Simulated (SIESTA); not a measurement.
**GaP under changes of volume**

One of the cells (20.645 Å³/atom); the others are scaled copies at fixed shape and fractional positions:

```
Ga P
1.0
     0.00000    2.74330    2.74330
     2.74330    0.00000    2.74330
     2.74330    2.74330    0.00000
Ga P
1 1
Direct
  0.00000 0.00000 0.00000
  0.75000 0.75000 0.75000
```

```yaml
Program: SIESTA 5.4.2
Functional: PBE
Potentials_or_basis: PseudoDojo 0.4 standard (PBE files)
Basis: DZP (energy shift 0.002 Ry; radii capped at 9.5 bohr)
Grid_cutoff: 800 Ry
Energy_shift: 0.002 Ry
k_mesh: 8 × 8 × 8
Occupations: fermi-dirac, width 0.05 eV
Spin: no spin polarisation
```

| volume (Å³/atom) | energy over the lowest point (meV/atom) | pressure (GPa) | gap on the mesh (eV) |
| --- | --- | --- | --- |
| 19.026 | 61.36 | 10.4 | 1.56 |
| 19.431 | 38.36 | 7.9 | 1.59 |
| 19.836 | 21.31 | 5.6 | 1.62 |
| 20.645 | ? | ? | ? |
| 21.050 | 0.00 | 0.4 | 1.50 |
| 21.455 | 0.83 | -1.0 | 1.43 |

What does the run at 20.645 Å³/atom give?

Energy over the lowest point 2.59 meV/atom; pressure 1.9 GPa; gap on the mesh 1.57 eV.

Worked out: A Birch-Murnaghan fit of order 3 (a polynomial in V^(-2/3)) to the other rows has its minimum at 21.15 Å³/atom with B0 = V·E''(V) = 73 GPa and B' = 5.7. It gives 2.78 meV/atom at 20.645 Å³/atom, against the run's 2.59, and -dE/dV = 1.9 GPa, against 1.9. A parabola through the other rows of the gap, of slope -2.4 eV per unit of ln V there, gives 1.56 eV, against the run's 1.57.

Energies are extrapolated to zero smearing.

Caveats: semicore shells carry a single zeta, which can move pressures by several GPa and volumes by a few percent; the basis of atomic orbitals isn't converged, which shifts pressures, moduli and gaps.

A mesh can miss the band edges. Spin-orbit coupling on Ga is left out.
